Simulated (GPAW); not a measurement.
# ZnSe (Stilleite) (F-43m) in GPAW: single point with PBE

Aim: the single point of ZnSe (Stilleite) with PBE.

Everything below comes from runs of GPAW 26.7.0. Logs are shortened: lines on timing, memory, paths and dates and some standing lists are left out, and cuts for length are marked. The log counts tension as positive stress, the text compression.

**The experiment to reproduce.**

“Alloy Disordering Effects on the Thermal Conductivity and Energy Gap Temperature Dependence of Cd1−xZnxSe Ternary Crystals Grown by the Bridgman Method”, 2023, pmc:10253836 reports, for a bulk crystal of ZnSe at 300 K: band gap 2.695 ± 0.003 eV (an exciton energy, a little under the gap).

The results are compared with them further down.

## 1. Starting point

Symmetry: F-43m, No. 216, cubic system. The conventional cell has a = 5.668 Å, b = 5.668 Å, c = 5.668 Å, α = 90.00°, β = 90.00°, γ = 90.00°. Se (site symmetry -43m) is surrounded by 4 Zn at 2.45 Å. Zn (site symmetry -43m) is surrounded by 4 Se at 2.45 Å.

## 2. Single point, PBE

run.py reads:

```python
from ase import Atoms
from ase.dft.bandgap import bandgap
from ase.io import write
from ase.units import GPa
from gpaw import GPAW, PW

atoms = Atoms(['Se', 'Zn'],
              cell=[[0.0, 2.8338, 2.8338],
                    [2.8338, 0.0, 2.8338],
                    [2.8338, 2.8338, 0.0]],
              scaled_positions=[[0.75, 0.75, 0.75],
                                [0.0, 0.0, 0.0]],
              pbc=True)

calc = GPAW(mode=PW(500),
            xc='PBE',
            kpts={'size': (7, 7, 7), 'gamma': True},
            occupations={'name': 'fermi-dirac', 'width': 0.05},
            nbands=18,
            maxiter=120,
            txt='gpaw.txt')
atoms.calc = calc
energy = atoms.get_potential_energy()
forces = atoms.get_forces()
stress = atoms.get_stress()
calc.write('gs.gpw')
write('result.traj', atoms)
print(f'Energy: {energy:.6f} eV')
print('Forces (eV/A):')
print(forces.round(4))
print('Stress (GPa):', (stress / GPa).round(3))
print('Fermi level:', round(calc.get_fermi_level(), 4), 'eV')
print(f'Gap: {bandgap(calc)[0]:.4f} eV, direct: {bandgap(calc, direct=True)[0]:.4f} eV')
```

Potentials or basis: GPAW PAW data sets (gpaw-data 1.2.1), pw.

On the command line:

```
$ OMP_NUM_THREADS=1 python run.py
```

gpaw.txt:

```text
__  _  _
 | _ |_)|_||  |
 |__||  | ||/\| - 26.7.0

Input parameters:
  mode=PW(ecut=500.0),
  kpts=MonkhorstPack(size=(7, 7, 7), gamma=True),
  maxiter=120,
  nbands=18,
  occupations=Occupations(name='fermi-dirac', width=0.05),
  xc=XC(name='PBE')

Diagonalizing LCAO Hamiltonian
Converting LCAO to pw mode

                    Se

       Zn

Atoms  # Å, Bohr magnetons
|   | symbol |        x |        y |        z |    initial magnetic moments |
|---|--------|----------|----------|----------|-----------------------------|
| 0 |     Se | 4.250700 | 4.250700 | 4.250700 | ( 0.0000,  0.0000,  0.0000) |
| 1 |     Zn | 0.000000 | 0.000000 | 0.000000 | ( 0.0000,  0.0000,  0.0000) |

Unit cell  # Å
| periodic |        x |        y |        z |  lengths |    angles |
|----------|----------|----------|----------|----------|-----------|
|      yes | 0.000000 | 2.833800 | 2.833800 | 4.007598 | 60.000000 |
|      yes | 2.833800 | 0.000000 | 2.833800 | 4.007598 | 60.000000 |
|      yes | 2.833800 | 2.833800 | 0.000000 | 4.007598 | 60.000000 |

Number of symmetries: 24
Symmetry operations  # r_c * U_cc + t_c -> r_c
|    | kind |            matrix            |
|----|------|------------------------------|
|  0 |  E   |  1, 0, 0,  0, 1, 0,  0, 0, 1 |
|  1 |  σ   |  1, 0, 0,  0, 0, 1,  0, 1, 0 |
|  2 |  σ   |  1, 0,-1,  0, 1,-1,  0, 0,-1 |
|  3 |  C3  |  1, 0,-1,  0, 0,-1,  0, 1,-1 |
|  4 |  C3  |  1,-1, 0,  0,-1, 1,  0,-1, 0 |
|  5 |  σ   |  1,-1, 0,  0,-1, 0,  0,-1, 1 |
|  6 |  σ   |  0, 1, 0,  1, 0, 0,  0, 0, 1 |
|  7 |  C3  |  0, 1, 0,  0, 0, 1,  1, 0, 0 |
|  8 |  C2  |  0, 1,-1,  1, 0,-1,  0, 0,-1 |
|  9 |  S4  |  0, 1,-1,  0, 0,-1,  1, 0,-1 |
| 10 |  C3  |  0, 0, 1,  1, 0, 0,  0, 1, 0 |
| 11 |  σ   |  0, 0, 1,  0, 1, 0,  1, 0, 0 |
| 12 |  S4  |  0, 0,-1,  1, 0,-1,  0, 1,-1 |
| 13 |  C3  |  0, 0,-1,  0, 1,-1,  1, 0,-1 |
| 14 |  S4  |  0,-1, 1,  1,-1, 0,  0,-1, 0 |
| 15 |  C2  |  0,-1, 1,  0,-1, 0,  1,-1, 0 |
| 16 |  C3  |  0,-1, 0,  1,-1, 0,  0,-1, 1 |
| 17 |  S4  |  0,-1, 0,  0,-1, 1,  1,-1, 0 |
| 18 |  S4  | -1, 1, 0, -1, 0, 1, -1, 0, 0 |
| 19 |  C3  | -1, 1, 0, -1, 0, 0, -1, 0, 1 |
| 20 |  C3  | -1, 0, 1, -1, 1, 0, -1, 0, 0 |
| 21 |  S4  | -1, 0, 1, -1, 0, 0, -1, 1, 0 |
| 22 |  σ   | -1, 0, 0, -1, 1, 0, -1, 0, 1 |
| 23 |  C2  | -1, 0, 0, -1, 0, 1, -1, 1, 0 |

BZ-sampling:
  Number of BZ points: 343
  Number of IBZ points: 20

  Monkhorst-Pack size: [7, 7, 7]
  Monkhorst-Pack shift: [0, 0, 0]

K-points  # in reciprocal-cell coordinates
|     |                                coordinates |     weight |
|-----|--------------------------------------------|------------|
|   0 | (  0.00000000,   0.00000000,   0.00000000) | 0.00291545 |
|   1 | (  0.14285714,   0.14285714,   0.00000000) | 0.01749271 |
|   2 | (  0.14285714,   0.14285714,   0.14285714) | 0.02332362 |
|   3 | (  0.28571429,   0.14285714,   0.14285714) | 0.03498542 |
|   4 | (  0.28571429,   0.28571429,   0.00000000) | 0.01749271 |
|   5 | (  0.28571429,   0.28571429,   0.14285714) | 0.06997085 |
|   6 | (  0.28571429,   0.28571429,   0.28571429) | 0.02332362 |
|   7 | (  0.42857143,  -0.28571429,  -0.28571429) | 0.03498542 |
|   8 | (  0.42857143,   0.28571429,  -0.42857143) | 0.13994169 |
|   9 | (  0.42857143,   0.28571429,  -0.28571429) | 0.06997085 |
| ... |                                            |            |
|  19 | (  0.42857143,   0.42857143,   0.42857143) | 0.02332362 |

Plane wave coefficients: 1173
Cutoff: 500.0 eV

Spin-components: 1 (collinear spins)
Bands:           18
Projectors:      11
Spin-degeneracy: 2
Datatype:        complex128

Parallelization:
  kpt:    1
  domain: 1
  band:   1

Density:
  Valence electrons: 18.0
  Components: 1
  Grid points: [21 21 21]
  Charge: 0.0  # |e|

Potential:
  Grid points: [21 21 21]

species:
  Se:
    name:    Selenium
    Z:       34.0
    valence: 6
    core:    28
    charge:  0.0  # [|e|]
    compensation charges:
      type: gauss
      rc: 0.27  # [Å]
      lmax: 2
    cutoffs:
      filter: 1.77  # [Å]
      core: 2.67  # [Å]
    projectors
    | kind |    occ | energy [eV] | rcut [Å] |
    |------|--------|-------------|----------|
    |   4s |  2.000 |     -17.277 |    0.847 |
    |   4p |  4.000 |      -6.512 |    1.005 |
    |    s |        |       9.935 |    0.847 |
    |    p |        |      20.699 |    1.005 |
    |    d |        |       0.000 |    0.847 |

    Using partial waves for Se as LCAO basis

  Zn:
    name:    Zinc
    Z:       30.0
    valence: 12
    core:    18
    charge:  0.0  # [|e|]
    compensation charges:
      type: gauss
      rc: 0.37  # [Å]
      lmax: 2
    cutoffs:
      filter: 2.14  # [Å]
      core: 2.28  # [Å]
    projectors
    | kind |    occ | energy [eV] | rcut [Å] |
    |------|--------|-------------|----------|
    |   4s |  2.000 |      -5.977 |    1.286 |
    |   4p |  0.000 |      -1.117 |    1.270 |
    |   3d | 10.000 |     -10.142 |    1.180 |
    |    s |        |      21.234 |    1.286 |
    |    p |        |      26.095 |    1.270 |
    |    d |        |      17.070 |    1.180 |

    Using partial waves for Zn as LCAO basis

Reference energy: -114964.858784  # eV

eigensolver:
  PPCG
  Converge bands: occupied
  niter=2

density mixing:
  MSR1-Mixer
  Pratt-step length: 0.05
  Maximum mixing coefficient: 0.75
  Old densities: 10
  SVD Regularization: 0.005
  Good broyden scale: 1.0
  Trust region scale: 1.0
  Backstep threshold: 4.0
  History deletion threshold: 6.0
  Fourier metric: weight=20.0, sigma=0.015

occupation numbers:
  Fermi-Dirac:
    width: 0.0500  # eV

poisson solver:
  ecut: 4000.0  # eV

xc functional:
  name: PBE with 2 nearest neighbor stencil

convergence criteria:
- Maximum [total energy] change in last 3 cyles: 0.0005 eV / valence electron
- Maximum integral of absolute [dens]ity change: 0.0001 electrons / valence electron
- Maximum integral of absolute [eigenst]ate change: 4e-08 eV^2 / valence electron
maximum number of iterations: 120

SCF iterations
|iter     | |      energy | eigst |  dens |
|---------|-|-------------|-------|-------|
|iter:   1| |   -6.334137 | -0.33 |       |
|iter:   2| |   -6.276389 | -2.25 | -1.24 |
|iter:   3| |   -6.093835 | -1.66 | -1.28 |
|iter:   4| |   -6.093549 | -2.68 | -1.83 |
|iter:   5| |   -6.094561c| -3.84 | -2.31 |
|iter:   6| |   -6.094523c| -4.33 | -2.95 |
|iter:   7| |   -6.094543c| -5.38 | -3.53 |
|iter:   8| |   -6.094547c| -6.20 | -3.93 |
|iter:   9| |   -6.094547c| -8.27c| -5.05c|

Converged in 9 steps
Energy contributions relative to reference atoms: (reference = -114964.858784)

Energy contributions:
  Kinetic:          13.079508
  Coulomb:         -11.114625
  Zero:             -0.049948
  External:          0.000000
  Xc:               -8.009483
  Entropy:          -0.000000
  Spinorbit:         0.000000
  ----------------------------
  Free energy:      -6.094547
  Extrapolated:     -6.094547

dipole moment: (-7.077876, -7.077876, -7.077876)  # |e|*Ang

Fermi level: 4.552
Eigenvalues  # (at kpt = [0.000, 0.000, 0.000])
| band index |      eig [eV] | occ [0-2] |
|------------|---------------|-----------|
|          0 |        -9.373 |     2.000 |
|          1 |        -2.643 |     2.000 |
|          2 |        -2.643 |     2.000 |
|          3 |        -2.643 |     2.000 |
|          4 |        -2.278 |     2.000 |
|          5 |        -2.278 |     2.000 |
[... 10 lines left out ...]
|         16 |        16.945 |     0.000 |
|         17 |        16.945 |     0.000 |

Gap: 1.298 eV
Transition (v -> c):
  (s=0, k=0, n=8, [0.00, 0.00, 0.00]) -> (s=0, k=0, n=9, [0.00, 0.00, 0.00])
No difference between direct/indirect transitions

Forces  # eV/Ang
|        x |       y |        z |
|----------|---------|----------|
| -0.00000 | 0.00000 | -0.00000 |  # Se   0
|  0.00000 | 0.00000 |  0.00000 |  # Zn   1

Stress tensor  # eV/Ang^3
|         x |         y |         z |
|-----------|-----------|-----------|
| -0.012128 |  0.000000 |  0.000000 |
|  0.000000 | -0.012128 |  0.000000 |
|  0.000000 |  0.000000 | -0.012128 |

# Writing to gs.gpw (mode='')
```

stdout:

```text
Energy: -6.094547 eV
Forces (eV/A):
[[-0.  0. -0.]
 [ 0.  0.  0.]]
Stress (GPa): [-1.943 -1.943 -1.943  0.     0.     0.   ]
Fermi level: 4.5523 eV
Gap: 1.2980 eV, direct: 1.2980 eV
```

Wall time 11 s (1 thread of Arm Neoverse V1, shared host); peak memory 0.14 GiB.

What came out:

| Item | Value |
| --- | --- |
| Free energy | -6.0945 eV |
| Pressure | 1.9 GPa |
| Band gap on the k mesh | 1.30 eV, direct |

Levels at points of the mesh, in eV from the valence-band top:
```tsv
k point	band 7	band 8	band 9	band 10	band 11	band 12
(0.00, 0.00, 0.00)	0.00	0.00	0.00	1.30	5.81	5.81
```

Caveat: the cutoff is short for stress and forces, so pressures can be off by a GPa or more.

## 3. How close it comes

Step 2. A measured gap of ZnSe is 2.695 eV (an exciton energy, a little under the gap; 300 K; “Alloy Disordering Effects on the Thermal Conductivity and Energy Gap Temperature Dependence of Cd1−xZnxSe Ternary Crystals Grown by the Bridgman Method”, 2023, pmc:10253836); the calculated 1.30 eV misses it by -1.40 eV. So large a miss can be the level of theory's own, or it may mean another phase, state or a wrong row. Spin-orbit coupling on Se is left out. The value is that of PBE, without temperature or zero-point motion. Semilocal functionals fall short of measured gaps as a rule.
